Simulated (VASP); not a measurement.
# Na2H (P1) in VASP: single point with r2SCAN

Aim: the single point of Na2H with r2SCAN.

Everything below comes from runs of VASP 6.6.1. Logs are shortened: lines on timing, memory, paths and dates and some standing lists are left out, and cuts for length are marked.

## 1. Starting point

The typed cell holds 6 atoms: a = 4.008 Å, b = 3.937 Å, c = 6.753 Å, α = 89.35°, β = 76.91°, γ = 90.52°.

The cell was built by a generator and needn't be a form met in nature.

## 2. Single point, r2SCAN

POSCAR reads:

```
Na2H
1.0
    4.0079130500     -0.0179869200     -0.0229696300
   -0.0179555800      3.9366477400      0.0271507100
    1.5672595200      0.0380057400      6.5682943500
Na H
4 2
Direct
    0.9229070000      0.2637700000      0.2301890000
    0.0866950000      0.7889960000      0.7669940000
    0.5349640000      0.2592750000      0.8032020000
    0.4791040000      0.7642080000      0.1648560000
    0.6493120000      0.2359080000      0.3941580000
    0.3808190000      0.7506880000      0.6079950000
```

INCAR.step1 reads:

```
PREC = Accurate ; ENCUT = 520
ISMEAR = -5 ; SIGMA = 0.1
LREAL = F ; LASPH = T
NELM = 100 ; NBANDS = 24
GGA = PE ; ALGO = Normal
EDIFF = 1E-4 ; LWAVE = T
LCHARG = F
```

INCAR.step2 reads:

```
PREC = Accurate ; ENCUT = 520
EDIFF = 1E-6 ; ISMEAR = -1
SIGMA = 0.1 ; LREAL = F
LASPH = T ; NELM = 100
ALGO = Normal ; ISIF = 2
LWAVE = F ; LCHARG = F
METAGGA = R2SCAN ; LMIXTAU = T
LORBIT = 11 ; NBANDS = 24
ISTART = 1
```

KPOINTS reads:

```
Automatic mesh
0
Gamma
  5 5 3
  0.5 0 0.5
```

Potentials or basis: VASP PAW PBE potentials, release 64 (Na_pv, H).

The run is started by

```bash
$ cat potpaw_PBE.64/Na_pv/POTCAR potpaw_PBE.64/H/POTCAR > POTCAR
$ cp INCAR.step1 INCAR
$ mpirun -np 1 vasp_std > vasp.out
$ cp INCAR.step2 INCAR
$ mpirun -np 1 vasp_std > vasp.out
```

OUTCAR:

```text
PREC = Accurate
   ENCUT = 520
   EDIFF = 1E-6
   ISMEAR = -1
   LREAL = F
   LASPH = T
   NELM = 100
   ISIF = 2
   METAGGA = R2SCAN
   LORBIT = 11
   ISTART = 1

 ion  position               nearest neighbor table
   1  0.923  0.264  0.230-   5 1.37   4 2.75   4 2.76
   2  0.087  0.789  0.767-   6 1.41   3 2.62
   3  0.535  0.259  0.803-   2 2.62
   4  0.479  0.764  0.165-   1 2.75   1 2.76
   5  0.649  0.236  0.394-   1 1.37
   6  0.381  0.751  0.608-   2 1.41

  LATTYP: Found a triclinic cell.
 ALAT       =     7.0288466825
 B/A-ratio  =     0.5702243072
 C/A-ratio  =     0.5600893706
 COS(alpha) =     0.0090879616
 COS(beta)  =     0.0160168984
 COS(gamma) =     0.3526345443

  Lattice vectors:

 A1 = (   2.4406535300,  -0.0559926600,  -6.5912639800)
 A2 = (   4.0079130500,  -0.0179869200,  -0.0229696300)
 A3 = (   0.0179555800,  -3.9366477400,  -0.0271507100)

Analysis of symmetry for initial positions (statically):
=====================================================================
 Subroutine PRICEL returns:
 Original cell was already a primitive cell.

 Routine SETGRP: Setting up the symmetry group for a
 triclinic supercell.

 Subroutine GETGRP returns: Found  1 space group operations
 (whereof  1 operations were pure point group operations)
 out of a pool of  2 trial point group operations.

The static configuration has the point symmetry C_1 .

Analysis of symmetry for dynamics (positions and initial velocities):
=====================================================================
 Subroutine PRICEL returns:
 Original cell was already a primitive cell.

 Routine SETGRP: Setting up the symmetry group for a
 triclinic supercell.

 Subroutine GETGRP returns: Found  1 space group operations
 (whereof  1 operations were pure point group operations)
 out of a pool of  2 trial point group operations.

The dynamic configuration has the point symmetry C_1 .

 Subroutine INISYM returns: Found  1 space group operations
 (whereof  1 operations are pure point group operations),
 and found     1 'primitive' translations

----------------------------------------------------------------------------------------

                                     Primitive cell

  volume of cell :     103.7676

  direct lattice vectors                    reciprocal lattice vectors
     4.007913050 -0.017986920 -0.022969630     0.249172560  0.001546627 -0.059463968
    -0.017955580  3.936647740  0.027150710     0.001130126  0.254040389 -0.001739598
     1.567259520  0.038005740  6.568294350     0.000866697 -0.001044693  0.152045769

  length of vectors
     4.008019230  3.936782315  6.752794792     0.256174394  0.254048859  0.152051828

  position of ions in fractional coordinates (direct lattice)
     0.922907000  0.263770000  0.230189000
     0.086695000  0.788996000  0.766994000
     0.534964000  0.259275000  0.803202000
     0.479104000  0.764208000  0.164856000
     0.649312000  0.235908000  0.394158000
     0.380819000  0.750688000  0.607995000

  ion indices of the primitive-cell ions
   primitive index   ion index
                 1           1
                 2           2
                 3           3
                 4           4
                 5           5
                 6           6

----------------------------------------------------------------------------------------

 KPOINTS: Automatic mesh

Automatic generation of k-mesh.
 Grid dimensions read from file:
 generate k-points for:    5    5    3

 Generating k-lattice:

  Cartesian coordinates                     Fractional coordinates (reciprocal lattice)
     0.049834512  0.000309325 -0.011892794     0.200000000  0.000000000  0.000000000
     0.000226025  0.050808078 -0.000347920     0.000000000  0.200000000  0.000000000
     0.000288899 -0.000348231  0.050681923    -0.000000000  0.000000000  0.333333333

  Length of vectors
     0.051234879  0.050809772  0.050683943

  Shift w.r.t. Gamma in fractional coordinates (k-lattice)
     0.500000000  0.000000000  0.500000000

 Subroutine IBZKPT returns following result:
 ===========================================

 Found     38 irreducible k-points:

 Following reciprocal coordinates:
            Coordinates               Weight
  0.100000 -0.000000  0.166667      2.000000
  0.300000  0.000000  0.166667      2.000000
  0.500000 -0.000000  0.166667      2.000000
 -0.300000  0.000000  0.166667      2.000000
 -0.100000  0.000000  0.166667      2.000000
  0.100000  0.200000  0.166667      2.000000
[... 16 lines left out ...]
  0.500000 -0.200000  0.166667      2.000000
 -0.300000 -0.200000  0.166667      2.000000
 [... further k-points ...]
   k-points           NKPTS =     38   k-points in BZ     NKDIM =     38   number of bands    NBANDS=     24
   number of dos      NEDOS =    301   number of ions     NIONS =      6
   total plane-waves  NPLWV =  45000
   dimension x,y,z NGX =    30 NGY =   30 NGZ =   50
   dimension x,y,z NGXF=    60 NGYF=   60 NGZF=  100
   ions per type =               4   2
   NGX,Y,Z   is equivalent  to a cutoff of  12.44, 12.67, 12.31 a.u.
   NGXF,Y,Z  is equivalent  to a cutoff of  24.89, 25.34, 24.62 a.u.
 SYSTEM =  unknown system
   PREC   = accura    normal or accurate (medium, high low for compatibility)
   ISTART =      1    job   : 0-new  1-cont  2-samecut
   ICHARG =      0    charge: 1-file 2-atom 10-const
   ISPIN  =      1    spin polarized calculation?
   LNONCOLLINEAR =      F non collinear calculations
   LSORBIT =      F    spin-orbit coupling
   LASPH  =      T    aspherical Exc in radial PAW
   ENCUT  =  520.0 eV  38.22 Ry    6.18 a.u.   7.45  7.32 12.56*2*pi/ulx,y,z
   NELM   =    100;   NELMIN=  2; NELMDL=  0     # of ELM steps
   EDIFF  = 0.1E-05   stopping-criterion for ELM
   LREAL  =      F    real-space projection
   EDIFFG = 0.1E-04   stopping-criterion for IOM
   NSW    =      0    number of steps for IOM
   IBRION =     -1    ionic relax: 0-MD 1-quasi-New 2-CG
   NFREE  =      0    steps in history (QN), initial steepest desc. (CG)
   ISIF   =      2    stress and relaxation
   ISYM   =      2    0-nonsym 1-usesym 2-fastsym
   POTIM  = 0.5000    time-step for ionic-motion
   TEBEG  =    0.0;   TEEND  =   0.0 temperature during run
   PSTRESS=    0.0 pullay stress
   NELECT =      30.0000    total number of electrons
   NUPDOWN=      -1.0000    fix difference up-down
   EMIN   =  10.00;   EMAX   =-10.00  energy-range for DOS
   EFERMI =   0.00;   METHOD = LEGACY
   ISMEAR =    -1;   SIGMA  =   0.10  broadening in eV -4-tet -1-fermi 0-gaus
   EFERMI_NEDOS =   21; number of points for ismear=-14 and -15
   IALGO  =     38    algorithm
   IMIX   =      4    mixing-type and parameters
     AMIX     =   0.40;   BMIX     =  1.00
     AMIX_MAG =   1.60;   BMIX_MAG =  1.00
  volume/ion in A,a.u.               =      17.29       116.71
  Fermi-wavevector in a.u.,A,eV,Ry     =   1.082500  2.045629 15.943402  1.171807
  Thomas-Fermi vector in A             =   2.218543
   LORBIT       =     11    0 simple, 1 ext, 2 COOP (PROOUT), +10 PAW based schemes
   METAGGA = R2SCAN    functional components
   LHFCALC =     F    Hartree Fock is set to
   AEXX    =    0.0000 exact exchange contribution
   IVDW    =     0    specifies the selected vdW correction
   LEPSILON=     F    determine dielectric tensor
   LRPA    =     F    only Hartree local field effects (RPA)
 non-spin polarized calculation
  energy-cutoff  :      520.00
  volume of cell :      103.77
 maximum number of plane-waves:      2815
 NGX is ok and might be reduce to    30

 number of electron      29.9999996 magnetization

 Free energy of the ion-electron system (eV)
  ---------------------------------------------------
  ext. energy  EPLUGINS =         0.00000000
  ---------------------------------------------------
  free energy    TOTEN  =       -15.58117140 eV

  energy without entropy =      -15.54548859  energy(sigma->0) =      -15.56333000

 E-fermi :   1.3723     XC(G=0):  -8.1025

 val. band max:        1.3721212815   @ k =   0.5000  -0.2000   0.1667
 cond. band min:       1.3954072151   @ k =   0.1000   0.0000   0.5000
 fundamental gap:      0.0232859336
 Fermi energy:         1.3723258693

 k-point     1 :       0.1000   -0.0000    0.1667
  band No.  band energies     occupation
      1     -24.9362      2.00000
      2     -24.9027      2.00000
      3     -24.8355      2.00000
      4     -24.7916      2.00000
      5     -24.7295      2.00000
      6     -24.6314      2.00000
[... 16 lines left out ...]
     23       9.7659      0.00000
     24      10.6567      0.00000

 k-point     2 :       0.3000    0.0000    0.1667
  band No.  band energies     occupation
      1     -24.9349      2.00000
      2     -24.8952      2.00000
      3     -24.8335      2.00000
      4     -24.7845      2.00000
      5     -24.7197      2.00000
      6     -24.6299      2.00000
[... 16 lines left out ...]
     23      10.5453      0.00000
     24      10.8812      0.00000

 k-point     3 :       0.5000   -0.0000    0.1667
  band No.  band energies     occupation
      1     -24.9339      2.00000
      2     -24.8905      2.00000
      3     -24.8322      2.00000
      4     -24.7797      2.00000
      5     -24.7134      2.00000
      6     -24.6287      2.00000
[... 16 lines left out ...]
     23       9.9765      0.00000
     24      10.4533      0.00000

 k-point     4 :      -0.3000    0.0000    0.1667
  band No.  band energies     occupation
      1     -24.9349      2.00000
      2     -24.8952      2.00000
      3     -24.8331      2.00000
      4     -24.7845      2.00000
      5     -24.7197      2.00000
      6     -24.6294      2.00000
[... 16 lines left out ...]
     23       9.4518      0.00000
     24      10.6227      0.00000

 k-point     5 :      -0.1000    0.0000    0.1667
  band No.  band energies     occupation
      1     -24.9362      2.00000
      2     -24.9027      2.00000
      3     -24.8352      2.00000
      4     -24.7916      2.00000
      5     -24.7295      2.00000
      6     -24.6310      2.00000
[... 16 lines left out ...]
     23       9.0907      0.00000
     24      10.6631      0.00000

 k-point     6 :       0.1000    0.2000    0.1667
  band No.  band energies     occupation
      1     -24.9322      2.00000
      2     -24.9042      2.00000
      3     -24.8356      2.00000
      4     -24.7829      2.00000
      5     -24.7297      2.00000
      6     -24.6308      2.00000
[... 16 lines left out ...]
     23      10.0977      0.00000
     24      10.3784      0.00000
[... 379 lines left out ...]
 k-point    21 :       0.1000   -0.2000    0.1667
  band No.  band energies     occupation
      1     -24.9337      2.00000
      2     -24.9042      2.00000
      3     -24.8367      2.00000
      4     -24.7906      2.00000
      5     -24.7226      2.00000
      6     -24.6303      2.00000
[... 16 lines left out ...]
     23      10.0488      0.00000
     24      10.2784      0.00000

 k-point    22 :       0.3000   -0.2000    0.1667
  band No.  band energies     occupation
      1     -24.9400      2.00000
      2     -24.9033      2.00000
      3     -24.8366      2.00000
      4     -24.7965      2.00000
      5     -24.7213      2.00000
      6     -24.6286      2.00000
[... 16 lines left out ...]
     23       9.1636      0.00000
     24      10.1922      0.00000

 k-point    23 :       0.5000   -0.2000    0.1667
  band No.  band energies     occupation
      1     -24.9406      2.00000
      2     -24.9048      2.00000
      3     -24.8349      2.00000
      4     -24.7916      2.00000
      5     -24.7299      2.00000
      6     -24.6278      2.00000
[... 16 lines left out ...]
     23       9.2009      0.00000
     24       9.4848      0.00000

 k-point    24 :      -0.3000   -0.2000    0.1667
  band No.  band energies     occupation
      1     -24.9379      2.00000
      2     -24.9029      2.00000
      3     -24.8344      2.00000
      4     -24.7854      2.00000
      5     -24.7314      2.00000
      6     -24.6290      2.00000
[... 16 lines left out ...]
     23       9.5085      0.00000
     24       9.7455      0.00000

 [... further k-points ...]

------------------------ aborting loop because EDIFF is reached ----------------------------------------

  FORCE on cell =-STRESS in cart. coord.  units (eV):
  Direction    XX          YY          ZZ          XY          YZ          ZX
  --------------------------------------------------------------------------------------
  -------------------------------------------------------------------------------------
  Total       12.3382533      6.1769189     11.8319168     -0.0316218      0.1623855    -10.6040056
  in kB      190.5033641     95.3719942    182.6854986     -0.4882426      2.5072423   -163.7264757
  external PRESSURE =     156.1869523 kB  Pullay stress =       0.0000000 kB

 VOLUME and BASIS-vectors are now :
 -----------------------------------------------------------------------------
  energy-cutoff  :      520.00
  volume of cell :      103.77
      direct lattice vectors                 reciprocal lattice vectors
     4.007913050 -0.017986920 -0.022969630     0.249172560  0.001546627 -0.059463968
    -0.017955580  3.936647740  0.027150710     0.001130126  0.254040389 -0.001739598
     1.567259520  0.038005740  6.568294350     0.000866697 -0.001044693  0.152045769

 POSITION                                       TOTAL-FORCE (eV/Angst)
 -----------------------------------------------------------------------------------
      4.05496      1.03052      1.49791         4.621756      0.542175     -4.688056
      1.53538      3.13359      5.05727        -4.449889      0.498362      3.694045
      3.39826      1.04158      5.27042        -0.055136      0.262396     -1.302077
      2.16486      3.00607      1.09257         0.094614     -0.001071      1.196984
      3.21590      0.93199      2.58044        -4.303335     -0.470199      4.979862
      2.46570      2.97145      4.00512         4.091991     -0.831663     -3.880758
 -----------------------------------------------------------------------------------
    total drift:                                0.016998      0.039073     -0.042950

  FREE ENERGIE OF THE ION-ELECTRON SYSTEM (eV)
  ---------------------------------------------------
  free  energy   TOTEN  =       -15.5811713987 eV

  energy  without entropy=      -15.5454885923  energy(sigma->0) =      -15.56333000

 total charge

# of ion       s       p       d       tot
------------------------------------------
    1        0.213   6.055   0.000   6.268
    2        0.202   6.050   0.000   6.252
    3        0.105   5.990   0.000   6.094
    4        0.112   5.985   0.000   6.098
    5        0.552   0.005   0.000   0.557
    6        0.552   0.004   0.000   0.556
--------------------------------------------------
tot          1.736  24.090   0.000  25.826
```

Wall time 3.5 min (1 thread of Intel Xeon Platinum 8488C (Sapphire Rapids), shared host); peak memory 0.23 GiB.

What came out:

- Free energy: -15.5812 eV
- Pressure: 15.6 GPa
- Largest force: 6.605 eV/Å
- Band gap on the k mesh: none (metal or under the smearing width)
- Valence electrons inside the program's atomic spheres: Na 6.27, 6.25, 6.09, 6.10; H 0.56

Forces in eV/Å, atoms in the order of the input:
```
Na   4.622  0.542 -4.688
Na  -4.450  0.498  3.694
Na  -0.055  0.262 -1.302
Na   0.095 -0.001  1.197
H   -4.303 -0.470  4.980
H    4.092 -0.832 -3.881
```

Levels at points of the mesh, in eV from the Fermi level:
| k point | band 13 | band 14 | band 15 | band 16 | band 17 | band 18 |
| --- | --- | --- | --- | --- | --- | --- |
| (0.50, 0.00, 0.50) | -3.70 | -1.55 | -0.94 | -0.91 | 2.44 | 3.72 |

Caveat: so large a pressure means that the cell lies far from this level's equilibrium, or that cutoff or potentials fall short; the potentials were made for another functional, which shifts forces and pressure.
